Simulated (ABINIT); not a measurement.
# InP (F-43m) in ABINIT: further runs

One crystal, InP, is run at these levels: LDA, PBE; tasks: single point.

Program: ABINIT 10.8.3 (patched build). These are calculated values, not measurements. Logs are shortened: lines on timing, memory, paths and dates and some standing lists are left out, and cuts for length are marked. The log counts tension as positive stress, the text compression.

**Experimental background.**

From a printed reference work, data compilation, for a bulk crystal of InP at 1.6 K: band gap 1.4236 eV (direct).

How close the calculation comes is told below.

## Step 1: The crystal as given

The structure is cubic, space group F-43m (No. 216). Conventional cell: a = 5.861 Å, b = 5.861 Å, c = 5.861 Å, α = 90.00°, β = 90.00°, γ = 90.00°. In (site symmetry -43m) is surrounded by 4 P at 2.54 Å. P (site symmetry -43m) is surrounded by 4 In at 2.54 Å.

## Step 2: Single point, LDA

run.abi reads:

```
pp_dirpath "./"
pseudos "In.upf, P.upf"

acell 3*1.0 Angstrom
rprim
     0.0000000000     2.9305000000     2.9305000000
     2.9305000000     0.0000000000     2.9305000000
     2.9305000000     2.9305000000     0.0000000000
ntypat 2
znucl 49 15
natom 2
typat 1 2
xred
     0.0000000000     0.0000000000     0.0000000000
     0.7500000000     0.7500000000     0.7500000000

ecut 843.552974 eV

kptopt 1
ngkpt 6 6 6
nshiftk 1
shiftk 0.0 0.0 0.0

ixc 7

nband 13
occopt 3
tsmear 0.00183747

nstep 100
tolvrs 1.0e-10

iomode 3
prtwf 0
prtden 0
prteig 0
prtebands 0
enunit 2
```

Potentials or basis: PseudoDojo NC SR LDA v0.4.1 standard.

Started as:

```sh
$ abinit run.abi > log 2>&1
```

run.abo:

```text
.Version 10.8.3 of ABINIT
 Symmetries : space group F-4 3 m (#216); Bravais cF (face-center cubic)
================================================================================
 Values of the parameters that define the memory need of the present run
     intxc =       0    ionmov =       0      iscf =       7    lmnmax =       6
     lnmax =       6     mgfft =      40  mpssoang =       3    mqgrid =    3001
     natom =       2  nloc_mem =       1    nspden =       1   nspinor =       1
    nsppol =       1      nsym =      24    n1xccc =    2501    ntypat =       2
    occopt =       3   xclevel =       1
       mpw =        2822          nfft =       64000          nkpt =          16
================================================================================
================================================================================

--------------------------------------------------------------------------------
------------- Echo of variables that govern the present computation ------------
--------------------------------------------------------------------------------
 -outvars: echo values of preprocessed input variables --------
            acell      1.8897261259E+00  1.8897261259E+00  1.8897261259E+00 Bohr
              amu      1.14820000E+02  3.09737620E+01
             ecut      3.10000000E+01 Hartree
           enunit           2
              ixc           7
         kptrlatt        6    0    0      0    6    0      0    0    6
          kptrlen      4.69901511E+01
            natom           2
            nband          13
            ngfft          40      40      40
             nkpt          16
            nstep         100
             nsym          24
           ntypat           2
           occopt           3
           prtden           0
        prtebands           0
           prteig           0
            prtwf           0
            rprim      0.0000000000E+00  2.9305000000E+00  2.9305000000E+00
                       2.9305000000E+00  0.0000000000E+00  2.9305000000E+00
                       2.9305000000E+00  2.9305000000E+00  0.0000000000E+00
          spgroup         216
           tolvrs      1.00000000E-10
           tsmear      1.83747000E-03 Hartree
            typat      1  2
           xangst      0.0000000000E+00  0.0000000000E+00  0.0000000000E+00
                       4.3957500000E+00  4.3957500000E+00  4.3957500000E+00
            xcart      0.0000000000E+00  0.0000000000E+00  0.0000000000E+00
                       8.3067636180E+00  8.3067636180E+00  8.3067636180E+00
             xred      0.0000000000E+00  0.0000000000E+00  0.0000000000E+00
                       7.5000000000E-01  7.5000000000E-01  7.5000000000E-01
            znucl       49.00000   15.00000

================================================================================

 chkinp: Checking input parameters for consistency.

================================================================================
[... 102 lines left out ...]
       0.000000000000      0.000000000000      0.000000000000
       0.750000000000      0.750000000000      0.750000000000
 rms dE/dt=  3.4352E-30; max dE/dt=  8.4145E-30; dE/dt below (all hartree)
    1       0.000000000000      0.000000000000      0.000000000000
    2       0.000000000000      0.000000000000      0.000000000000

 cartesian coordinates (angstrom) at end:
    1      0.00000000000000     0.00000000000000     0.00000000000000
    2      4.39575000000000     4.39575000000000     4.39575000000000

 cartesian forces (hartree/bohr) at end:
    1     -0.00000000000000     0.00000000000000    -0.00000000000000
    2      0.00000000000000    -0.00000000000000     0.00000000000000
 frms,max,avg= 3.7986438E-31 3.7986438E-31   0.000E+00  0.000E+00  0.000E+00 h/b

 cartesian forces (eV/Angstrom) at end:
    1     -0.00000000000000     0.00000000000000    -0.00000000000000
    2      0.00000000000000    -0.00000000000000     0.00000000000000
 frms,max,avg= 1.9533412E-29 1.9533412E-29   0.000E+00  0.000E+00  0.000E+00 e/A
 length scales=  1.889726125908  1.889726125908  1.889726125908 bohr
              =  1.000000000000  1.000000000000  1.000000000000 angstroms
 Fermi (or HOMO) energy (hartree) =   0.16809   Average Vxc (hartree)=  -0.35888
 Eigenvalues (hartree) for nkpt=  16  k points:
 kpt#   1, nband= 13, wtk=  0.00463, kpt=  0.0000  0.0000  0.0000 (reduced coord)
  -0.36447   -0.36447   -0.36447   -0.35885   -0.35885   -0.26659    0.15818    0.15818
   0.15818    0.17594    0.30371    0.30371    0.30371
      occupation numbers for kpt#   1
   2.00000    2.00000    2.00000    2.00000    2.00000    2.00000    1.99093    1.99093
   1.99093    0.02751    0.00000    0.00000    0.00000
 prteigrs : prtvol=0 or 1, do not print more k-points.

 Fermi (or HOMO) energy (eV) =   4.57388   Average Vxc (eV)=  -9.76565
 Eigenvalues (   eV  ) for nkpt=  16  k points:
 kpt#   1, nband= 13, wtk=  0.00463, kpt=  0.0000  0.0000  0.0000 (reduced coord)
  -9.91762   -9.91762   -9.91762   -9.76474   -9.76474   -7.25425    4.30432    4.30432
   4.30432    4.78752    8.26425    8.26425    8.26425
 prteigrs : prtvol=0 or 1, do not print more k-points.

--- !EnergyTerms
iteration_state     : {dtset: 1, }
comment             : Components of total free energy in Hartree
kinetic             :  4.42136923787883E+01
hartree             :  1.83531136283048E+01
xc                  : -2.17802367100955E+01
Ewald energy        : -4.48602020677458E+01
psp_core            :  1.71031518961312E+00
local_psp           : -5.71482447522920E+01
non_local_psp       : -1.37067382614038E+01
internal            : -7.32183005948309E+01
'-kT*entropy'       : -2.74730306373670E-06
total_energy        : -7.32183033421339E+01
total_energy_eV     : -1.99237153251821E+03
band_energy         : -3.72285992987134E+00
...

 Cartesian components of stress tensor (hartree/bohr^3)
  sigma(1 1)=  6.52632027E-05  sigma(3 2)=  0.00000000E+00
  sigma(2 2)=  6.52632027E-05  sigma(3 1)=  0.00000000E+00
  sigma(3 3)=  6.52632027E-05  sigma(2 1)=  0.00000000E+00

-Cartesian components of stress tensor (GPa)         [Pressure= -1.9201E+00 GPa]
- sigma(1 1)=  1.92010972E+00  sigma(3 2)=  0.00000000E+00
- sigma(2 2)=  1.92010972E+00  sigma(3 1)=  0.00000000E+00
- sigma(3 3)=  1.92010972E+00  sigma(2 1)=  0.00000000E+00

== END DATASET(S) ==============================================================
================================================================================

 -outvars: echo values of variables after computation  --------
            acell      1.8897261259E+00  1.8897261259E+00  1.8897261259E+00 Bohr
           etotal     -7.3218303342E+01
            fcart     -3.7986438112E-31  3.7986438112E-31 -3.7986438112E-31
                       3.7986438112E-31 -3.7986438112E-31  3.7986438112E-31
            rprim      0.0000000000E+00  2.9305000000E+00  2.9305000000E+00
                       2.9305000000E+00  0.0000000000E+00  2.9305000000E+00
                       2.9305000000E+00  2.9305000000E+00  0.0000000000E+00
           strten      6.5263202719E-05  6.5263202719E-05  6.5263202719E-05
                       0.0000000000E+00  0.0000000000E+00  0.0000000000E+00
           xangst      0.0000000000E+00  0.0000000000E+00  0.0000000000E+00
                       4.3957500000E+00  4.3957500000E+00  4.3957500000E+00
             xred      0.0000000000E+00  0.0000000000E+00  0.0000000000E+00
                       7.5000000000E-01  7.5000000000E-01  7.5000000000E-01
 Calculation completed.
```

Wall time 9 s (1 thread of AMD EPYC 9R45 (Zen 5), shared host); peak memory 0.07 GiB.

Results:

```yaml
Free_energy: -1992.3715 eV
Band_gap_on_the_k_mesh: 0.48 eV, direct
Valence_electrons_inside_the_program's_atomic_spheres: In 9.93; P 2.77
```

Caveat: the cutoff is too short for stress, so the log's stress isn't used; spin-orbit coupling is left out, which moves the levels of the heavy elements.

## Step 3: Single point, PBE

Changes to run.abi since step 2:

```diff
@@ -23,3 +23,3 @@
 
-ixc 7
+ixc 11
 
@@ -27,3 +27,3 @@
 occopt 3
-tsmear 0.00183747
+tsmear 0.05 eV
 
@@ -37,2 +37,2 @@
 prtebands 0
-enunit 2
+enunit 1
```

Potentials or basis: PseudoDojo NC SR PBE v0.4.1 standard.

Started as:

```sh
$ abinit run.abi > log 2>&1
```

run.abo:

```text
.Version 10.8.3 of ABINIT
 Symmetries : space group F-4 3 m (#216); Bravais cF (face-center cubic)
================================================================================
 Values of the parameters that define the memory need of the present run
     intxc =       0    ionmov =       0      iscf =       7    lmnmax =       6
     lnmax =       6     mgfft =      40  mpssoang =       3    mqgrid =    3001
     natom =       2  nloc_mem =       1    nspden =       1   nspinor =       1
    nsppol =       1      nsym =      24    n1xccc =    2501    ntypat =       2
    occopt =       3   xclevel =       2
       mpw =        2822          nfft =       64000          nkpt =          16
================================================================================
================================================================================

--------------------------------------------------------------------------------
------------- Echo of variables that govern the present computation ------------
[... 198 lines left out ...]
- sigma(3 3)= -2.84821019E+00  sigma(2 1)=  0.00000000E+00

== END DATASET(S) ==============================================================
================================================================================

 -outvars: echo values of variables after computation  --------
            acell      1.8897261259E+00  1.8897261259E+00  1.8897261259E+00 Bohr
           etotal     -7.3392925748E+01
            fcart      3.0389150490E-30  3.0389150490E-30 -9.1167451470E-30
                      -3.0389150490E-30 -3.0389150490E-30  9.1167451470E-30
            rprim      0.0000000000E+00  2.9305000000E+00  2.9305000000E+00
                       2.9305000000E+00  0.0000000000E+00  2.9305000000E+00
                       2.9305000000E+00  2.9305000000E+00  0.0000000000E+00
           strten     -9.6808696729E-05 -9.6808696729E-05 -9.6808696729E-05
                       0.0000000000E+00  0.0000000000E+00  0.0000000000E+00
           xangst      0.0000000000E+00  0.0000000000E+00  0.0000000000E+00
                       4.3957500000E+00  4.3957500000E+00  4.3957500000E+00
             xred      0.0000000000E+00  0.0000000000E+00  0.0000000000E+00
                       7.5000000000E-01  7.5000000000E-01  7.5000000000E-01
 Calculation completed.
```

It took 22 s on 1 thread of Intel Xeon at 2.70GHz, shared host; peak memory 0.08 GiB.

Results:

```
Free energy                                           : -1997.1233 eV
Band gap on the k mesh                                : 0.71 eV, direct
Valence electrons inside the program's atomic spheres : In 9.92; P 2.78
```

Caveat: the cutoff is too short for stress, so the log's stress isn't used; spin-orbit coupling is left out, which moves the levels of the heavy elements.

## Step 4: How close it comes

Step 2. Against the measured gap of InP, 1.4236 eV (direct; 1.6 K; a printed reference work, data compilation), the calculated 0.48 eV is off by -0.94 eV. Spin-orbit coupling on In is left out. The value is that of LDA, without temperature or zero-point motion. Semilocal functionals fall short of measured gaps as a rule.

Step 3. Measured gap of InP: 1.4236 eV (direct; 1.6 K; a printed reference work, data compilation). This calculation gives 0.71 eV (-0.71 eV). Spin-orbit coupling on In is left out. The value is that of PBE, without temperature or zero-point motion. Semilocal functionals fall short of measured gaps as a rule.
